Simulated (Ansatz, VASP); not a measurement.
## One calculation of SbS, two programs

The input INCAR:

```
SYSTEM = SbS
PREC     = Accurate       ! precision mode
ENCUT    = 520            ! plane-wave cutoff, eV
EDIFF    = 1E-6           ! SCF threshold, eV
ISMEAR   = 0              ! smearing method
SIGMA    = 0.1            ! smearing width, eV
LREAL    = .False.        ! projectors in reciprocal space
LASPH    = .True.         ! aspherical terms in the spheres
NELM     = 100            ! most SCF steps
ALGO     = Normal         ! electronic algorithm
ISIF     = 2              ! what is computed and relaxed
LWAVE    = .False.        ! write WAVECAR
LCHARG   = .True.         ! write CHGCAR
GGA      = PE             ! functional
LELF     = .True.         ! ELF
LVHAR    = .True.       
NBANDS   = 12             ! bands
```

File KPOINTS:

```
Automatic mesh
0
Gamma
  6 6 6
  0 0 0
```

File POSCAR:

```
SbS
1.0
    3.7293296600      0.0000000000      0.0000000000
    0.0000000000      3.7293296600      0.0000000000
    0.0000000000      0.0000000000      3.7293296600
Sb S
1 1
Direct
    0.0000000000      0.0000000000      0.0000000000
    0.5000000000      0.5000000000      0.5000000000
```

Input for Ansatz:

```yaml
crystal:
  lattice:
    - [3.72932966, 0.0, 0.0]
    - [0.0, 3.72932966, 0.0]
    - [0.0, 0.0, 3.72932966]
  atoms:
    - { symbol: Sb, position: [0.0, 0.0, 0.0] }
    - { symbol: S, position: [0.5, 0.5, 0.5] }
basis:
  ecutwfc: 420
kpoints:
  mp_grid: { grid: [6, 6, 6] }
hamiltonian:
  xc: pbe
scf:
  occupations: { method: gaussian, width: 0.1 }
  lower_state_search: "off"
output:
  forces: true
  stress: true
  eigenvalues: true
```

Change from the starting cell: species swapped into the CuPd type (Pm-3m, No. 221).

Alike in both runs: task single point; functional PBE; k mesh 6 × 6 × 6; occupations gaussian, width 0.1 eV; no spin polarisation.

|  | VASP | Ansatz |
| --- | --- | --- |
| version | VASP 6.6.1 | Ansatz 0.2.0 |
| potentials or method | VASP PAW PBE potentials, release 64 (Sb, S) | scalar-relativistic, plane waves, PAW |
| plane-wave cutoff (eV) | 520 | 420 |
| valence electrons in the cell | 11 | 21 |

|  | VASP | Ansatz | Ansatz less VASP |
| --- | --- | --- | --- |
| gap on the k mesh at the Fermi level (eV) | none | none | - |
| pressure (GPa) | -10.0 | -9.8 | +0.17 |

A gap of «none» marks a metal or a gap that the smearing closes. With one functional, cell and mesh, what is left measures potentials, basis and numerics. The two sets of potentials don't hold the same shells in valence.

Spin-orbit coupling is left out, which matters for the levels of Sb.
